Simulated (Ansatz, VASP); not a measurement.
**Two plane-wave programs on In**

File INCAR:

```
PREC     = Accurate       # precision mode
ENCUT    = 520            # plane-wave cutoff, eV
EDIFF    = 1E-8           # SCF threshold, eV
ISMEAR   = -1             # smearing method
SIGMA    = 0.05           # smearing width, eV
LREAL    = F              # projectors in reciprocal space
LASPH    = T              # aspherical terms in the spheres
NELM     = 100            # most SCF steps
ALGO     = Normal         # electronic algorithm
ISIF     = 2              # what is computed and relaxed
LWAVE    = F              # write WAVECAR
LCHARG   = F              # write CHGCAR
GGA      = PE             # functional
LEFG     = T            
NBANDS   = 20             # bands
```

Contents of KPOINTS:

```
Automatic mesh
0
Gamma
  9 9 9
```

POSCAR

```
In
1.0
    0.0000000000      3.3307834647      3.3307834647
    3.3307834647      0.0000000000      3.3307834647
    3.3307834647      3.3307834647      0.0000000000
In
2
Direct
    0.0000000000      0.0000000000      0.0000000000
    0.2500000000      0.2500000000      0.2500000000
```

Input for Ansatz:

```yaml
crystal:
  lattice:
    - [0.0, 3.3307834647, 3.3307834647]
    - [3.3307834647, 0.0, 3.3307834647]
    - [3.3307834647, 3.3307834647, 0.0]
  atoms:
    - { symbol: In, position: [0.0, 0.0, 0.0] }
    - { symbol: In, position: [0.25, 0.25, 0.25] }
kpoints:
  mp_grid: { grid: [9, 9, 9] }
scf:
  occupations: { method: fermi_dirac, width: 0.05 }
hamiltonian:
  xc: pbe
  pseudopotentials: { kind: paw }
output:
  forces: true
  stress: true
  eigenvalues: true
  efg: { contact_densities: true }
```

Change from the starting cell: volume scaled by 0.97, PAW files.

Alike in both runs: task electric field gradients; functional PBE; k mesh 9 × 9 × 9; occupations fermi-dirac, width 0.05 eV; no spin polarisation.

|  | VASP | Ansatz |
| --- | --- | --- |
| version | VASP 6.6.1 | Ansatz 0.2.0 |
| potentials or method | VASP PAW PBE potentials, release 64 (In_d) | PAW with Ansatz's default frozen-core files, scalar-relativistic |
| plane-wave cutoff (eV) | 520 | 420 |
| valence electrons in the cell | 26 | 26 |

|  | VASP | Ansatz | Ansatz less VASP |
| --- | --- | --- | --- |
| pressure (GPa) | 0.7 | 0.7 | +0.03 |
| Vzz of the field gradient on the site that differs most (V/Å²) | 0.0 | 0.0 | 0.00 |

Ansatz warned: «gradients_without_spin_orbit».
